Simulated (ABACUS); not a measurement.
# LiF (Griceite) (P1) in ABACUS: convergence with k mesh

Aim: find how far k mesh must go before the results for LiF (Griceite) settle, at PBE. This setting moves, with any that are tied to it; all else stays.

All numbers are computed with ABACUS 3.10.1; they aren't measurements. Logs are shortened: lines on timing, memory, paths and dates and some standing lists are left out, and cuts for length are marked.

**1. The cell of the first run**

The typed cell holds 2 atoms: a = 2.848 Å, b = 2.848 Å, c = 2.848 Å, α = 60.00°, β = 60.00°, γ = 60.00°.

The cell isn't the ideal one: atoms moved at random.

**2. With k mesh 1 × 1 × 1**

File INPUT:

```
INPUT_PARAMETERS
suffix              LiF
calculation         scf
basis_type          pw
pseudo_dir          ./
symmetry            1
dft_functional      pbe
ecutwfc             84
pseudo_rcut         10
nspin               1
nbands              9
ks_solver           dav
smearing_method     gauss
smearing_sigma      0.00734986
scf_thr             1e-08
scf_nmax            100
mixing_type         broyden
mixing_beta         0.7
cal_force           1
cal_stress          1
```

File STRU:

```
ATOMIC_SPECIES
F 18.9984 09_F_7_1.5_1.5_pbe_n_v1.0.upf
Li 6.9400 03_Li_3_1.6_1.6_pbe_v1.0.upf

LATTICE_CONSTANT
1.8897261246

LATTICE_VECTORS
0.0000000000 2.0140000000 2.0140000000
2.0140000000 0.0000000000 2.0140000000
2.0140000000 2.0140000000 0.0000000000

ATOMIC_POSITIONS
Direct

F
0.0
1
0.5284740000 0.4910310000 0.4877350000 1 1 1

Li
0.0
1
0.0037810000 0.0032390000 -0.0106190000 1 1 1
```

File KPT:

```
K_POINTS
0
Gamma
1 1 1 0 0 0
```

Potentials or basis: SPMS ONCV 1.0 PBE, plane waves.

The run is started by

```sh
> OMP_NUM_THREADS=1 mpirun -np 4 abacus > log
```

Wall time 0.45 s (4 MPI ranks of Intel Xeon 6975P-C (Granite Rapids), shared host); peak memory 0.2 GiB.

Results:

* Free energy: -859.6705 eV
* Pressure: 77.9 GPa
* Largest force: 0.083 eV/Å
* Band gap on the k mesh: 7.48 eV, direct

**3. With k mesh 2 × 2 × 2**

Edit INPUT of step 2 so:

```diff
@@ -20 +20,2 @@
 cal_stress          1
+kpar                4
```

STRU is that of step 2.

File KPT:

```
K_POINTS
0
Gamma
2 2 2 0 0 0
```

Potentials or basis: SPMS ONCV 1.0 PBE, plane waves.

The run is started by

```sh
> OMP_NUM_THREADS=1 mpirun -np 4 abacus > log
```

It took 0.64 s on 4 MPI ranks of Intel Xeon 6975P-C (Granite Rapids), shared host; peak memory 0.24 GiB.

What came out:

| Property | Result |
| --- | --- |
| Free energy | -865.9394 eV |
| Pressure | 7.2 GPa |
| Largest force | 0.067 eV/Å |
| Band gap on the k mesh | 8.98 eV, direct |

**4. With k mesh 3 × 3 × 3**

INPUT is that of step 3.

STRU is that of step 3.

File KPT:

```
K_POINTS
0
Gamma
3 3 3 0 0 0
```

The run is started by

```sh
> OMP_NUM_THREADS=1 mpirun -np 4 abacus > log
```

Run time: 0.82 s. Hardware: 4 MPI ranks of Intel Xeon 6975P-C (Granite Rapids), shared host; peak memory 0.24 GiB.

Results:

```
Free energy            : -866.2412 eV
Pressure               : 2.4 GPa
Largest force          : 0.097 eV/Å
Band gap on the k mesh : 9.11 eV, direct
```

**5. With k mesh 4 × 4 × 4**

INPUT is that of step 4.

STRU is that of step 4.

File KPT:

```
K_POINTS
0
Gamma
4 4 4 0 0 0
```

The run is started by

```sh
> OMP_NUM_THREADS=1 mpirun -np 4 abacus > log
```

Run time: 1.3 s. Hardware: 4 MPI ranks of Intel Xeon 6975P-C (Granite Rapids), shared host; peak memory 0.24 GiB.

Results:

```yaml
Free_energy: -866.2590 eV
Pressure: 2.1 GPa
Largest_force: 0.100 eV/Å
Band_gap_on_the_k_mesh: 9.12 eV, direct
```

**6. With k mesh 5 × 5 × 5**

INPUT is that of step 5.

STRU is that of step 5.

File KPT:

```
K_POINTS
0
Gamma
5 5 5 0 0 0
```

Potentials or basis: SPMS ONCV 1.0 PBE, plane waves.

The run is started by

```sh
> OMP_NUM_THREADS=1 mpirun -np 4 abacus > log
```

It took 1.8 s on 4 MPI ranks of Intel Xeon 6975P-C (Granite Rapids), shared host; peak memory 0.24 GiB.

Results (log left out):

```yaml
Free_energy: -866.2605 eV
Pressure: 2.1 GPa
Largest_force: 0.100 eV/Å
Band_gap_on_the_k_mesh: 9.12 eV, direct
```

**7. With k mesh 6 × 6 × 6**

INPUT is that of step 6.

STRU is that of step 6.

File KPT:

```
K_POINTS
0
Gamma
6 6 6 0 0 0
```

The run is started by

```sh
> OMP_NUM_THREADS=1 mpirun -np 4 abacus > log
```

Wall time 2.8 s (4 MPI ranks of Intel Xeon 6975P-C (Granite Rapids), shared host); peak memory 0.24 GiB.

It converged, with:

| Item | Value |
| --- | --- |
| Free energy | -866.2606 eV |
| Pressure | 2.1 GPa |
| Largest force | 0.100 eV/Å |
| Band gap on the k mesh | 9.12 eV, direct |

**8. With k mesh 7 × 7 × 7**

INPUT is that of step 7.

STRU is that of step 7.

File KPT:

```
K_POINTS
0
Gamma
7 7 7 0 0 0
```

The run is started by

```sh
> OMP_NUM_THREADS=1 mpirun -np 4 abacus > log
```

It took 3.8 s on 4 MPI ranks of Intel Xeon 6975P-C (Granite Rapids), shared host; peak memory 0.28 GiB.

The run converged. Its results:

```
Free energy            : -866.2606 eV
Pressure               : 2.1 GPa
Largest force          : 0.100 eV/Å
Band gap on the k mesh : 9.12 eV, direct
```

**9. With k mesh 9 × 9 × 9**

INPUT is that of step 8.

STRU is that of step 8.

File KPT:

```
K_POINTS
0
Gamma
9 9 9 0 0 0
```

Potentials or basis: SPMS ONCV 1.0 PBE, plane waves.

The run is started by

```sh
> OMP_NUM_THREADS=1 mpirun -np 4 abacus > log
```

Run time: 7.3 s. Hardware: 4 MPI ranks of Intel Xeon 6975P-C (Granite Rapids), shared host; peak memory 0.32 GiB.

Results (log left out):

```yaml
Free_energy: -866.2606 eV
Pressure: 2.1 GPa
Largest_force: 0.100 eV/Å
Band_gap_on_the_k_mesh: 9.12 eV, direct
```

**10. With k mesh 10 × 10 × 10**

INPUT is that of step 9.

STRU is that of step 9.

File KPT:

```
K_POINTS
0
Gamma
10 10 10 0 0 0
```

Potentials or basis: SPMS ONCV 1.0 PBE, plane waves.

The run is started by

```sh
> OMP_NUM_THREADS=1 mpirun -np 4 abacus > log
```

running log:

```text
ABACUS v3.10.1

               Atomic-orbital Based Ab-initio Computation at UStc

 ------------------------------------------------------------------------------------

 READING GENERAL INFORMATION
                           global_out_dir = OUT.LiF/
                           global_in_card = INPUT
                               pseudo_dir = ./
                              orbital_dir =
                                    DSIZE = 4
                                    GSIZE = 1

 READING UNITCELL INFORMATION
                                    ntype = 2
                  lattice constant (Bohr) = 1.88973
              lattice constant (Angstrom) = 1

 READING ATOM TYPE 1
                               atom label = F
                      L=0, number of zeta = 1
                      L=1, number of zeta = 1
                      L=2, number of zeta = 1
             number of atom for this type = 1

 READING ATOM TYPE 2
                               atom label = Li
                      L=0, number of zeta = 1
                      L=1, number of zeta = 1
                      L=2, number of zeta = 1
             number of atom for this type = 1

                        TOTAL ATOM NUMBER = 2
DIRECT COORDINATES
    atom                   x                   y                   z     mag                  vx                  vy                  vz
taud_F1            0.5284740000        0.4910310000        0.4877350000  0.0000        0.0000000000        0.0000000000        0.0000000000
[... 237 lines left out ...]
----------------------------------------------------------
[... 63 lines left out ...]
 Density error is 8.32985668697e-10
                          Error Threshold = 5.45018359291e-10
----------------------------------------------------------
     Energy           Rydberg                 eV
----------------------------------------------------------
 E_KohnSham     -63.6689573798       -866.2606060838
 E_KS(sigma->0) -63.6689573798       -866.2606060838
 E_Harris       -63.6688476740       -866.2591134605
 E_band         -8.6690505122        -117.9484832152
 E_one_elec     -24.6834154153       -335.8350957489
 E_Hartree      16.3843362734        222.9203312664
 E_xc           -14.4317481746       -196.3540072759
 E_Ewald        -40.9381300633       -556.9918343255
 E_entropy(-TS) -0.0000000000        -0.0000000000
 E_descf        0.0000000000         0.0000000000
 E_exx          0.0000000000         0.0000000000
 E_Fermi        0.6481078853         8.8179601583
----------------------------------------------------------

 charge density convergence is achieved
 final etot is -866.26060608 eV
 EFERMI = 8.8179601583 eV

 STATE ENERGY(eV) AND OCCUPATIONS    NSPIN == 1
 1/126 kpoint (Cartesian) = 0.0000 0.0000 0.0000 (1459 pws)
       1       -39.9055     0.00200000
       2       -18.9318     0.00200000
       3       0.935785     0.00200000
       4       0.938887     0.00200000
       5       0.943487     0.00200000
       6        10.0676        0.00000
       7        24.6927        0.00000
       8        24.7983        0.00000
       9        24.9258        0.00000
[... 45 lines left out ...]
 6/126 kpoint (Cartesian) = -0.12413 0.12413 0.12413 (1458 pws)
       1       -39.8474     0.00200000
       2       -18.4998     0.00200000
       3       -1.55845     0.00200000
       4       0.709591     0.00200000
       5       0.712720     0.00200000
       6        11.7938        0.00000
       7        17.6843        0.00000
       8        19.9078        0.00000
       9        19.9177        0.00000

[... levels at 120 further k points ...]

------------------------------------------------------------------------------------------
 TOTAL-FORCE (eV/Angstrom)
------------------------------------------------------------------------------------------
                        F1         0.0459903157        -0.0781607450        -0.0413378693
                       Li1        -0.0459903157         0.0781607450         0.0413378693
------------------------------------------------------------------------------------------

----------------------------------------------------------------
 TOTAL-STRESS (KBAR)
----------------------------------------------------------------
        20.0005996935         0.2180219808         0.1163111048
         0.2180219808        22.1324468139        -0.1963447754
         0.1163111048        -0.1963447754        19.7745131662
----------------------------------------------------------------
 TOTAL-PRESSURE: 20.635853 KBAR

 --------------------------------------------
 !FINAL_ETOT_IS -866.2606060838335225 eV
 --------------------------------------------
```

stdout:

```text
ABACUS v3.10.1

               Atomic-orbital Based Ab-initio Computation at UStc

%%%%%%%%%%%%%%%%%%%%%%%%%%%%%%%%%%%%%%%%%%%%%%%%%%%%%%%%%%%%%%%%%%%%%%%%%%%%%%%%%%%%%%%%%%%%%%%%%%%%%%%%%
 Warning: the number of valence electrons in pseudopotential > 1 for Li: [He] 2s1
[... 33 lines left out ...]
 TOTAL-STRESS (KBAR)
----------------------------------------------------------------
        20.0005996935         0.2180219808         0.1163111048
         0.2180219808        22.1324468139        -0.1963447754
         0.1163111048        -0.1963447754        19.7745131662
----------------------------------------------------------------
 TOTAL-PRESSURE: 20.635853 KBAR
```

Run time: 13 s. Hardware: 4 MPI ranks of Intel Xeon 6975P-C (Granite Rapids), shared host; peak memory 0.36 GiB.

What came out:

* Free energy: -866.2606 eV
* Pressure: 2.1 GPa
* Largest force: 0.100 eV/Å
* Band gap on the k mesh: 9.12 eV, direct

**11. Summary**

```tsv
k mesh	energy less the tightest run, at zero smearing (meV/atom)	pressure (GPa)	largest force (eV/Å)	gap on the mesh (eV)	SCF cycles	CPU time (s)
1 × 1 × 1	3295.04	77.90	0.083	7.476	7	1.4
2 × 2 × 2	160.63	7.23	0.067	8.977	7	2.1
3 × 3 × 3	9.68	2.42	0.097	9.110	7	2.9
4 × 4 × 4	0.80	2.07	0.100	9.122	7	4.5
5 × 5 × 5	0.08	2.06	0.100	9.124	7	6.6
6 × 6 × 6	0.01	2.08	0.100	9.124	7	11
7 × 7 × 7	0.00	2.06	0.100	9.124	7	15
9 × 9 × 9	0.00	2.06	0.100	9.124	7	29
10 × 10 × 10	0.00	2.06	0.100	9.124	7	51
```

Against the tightest run, the energy stays within 1 meV/atom from 4 × 4 × 4 on; the pressure stays within 0.1 GPa from 4 × 4 × 4 on; the largest force stays within 0.005 eV/Å from 3 × 3 × 3 on; the gap on the mesh stays within 0.01 eV from 4 × 4 × 4 on. Meshes of other sizes hit other points, so gaps and Fermi surfaces needn't settle smoothly. The tightest run that finished is the yardstick and may itself not be fully converged.
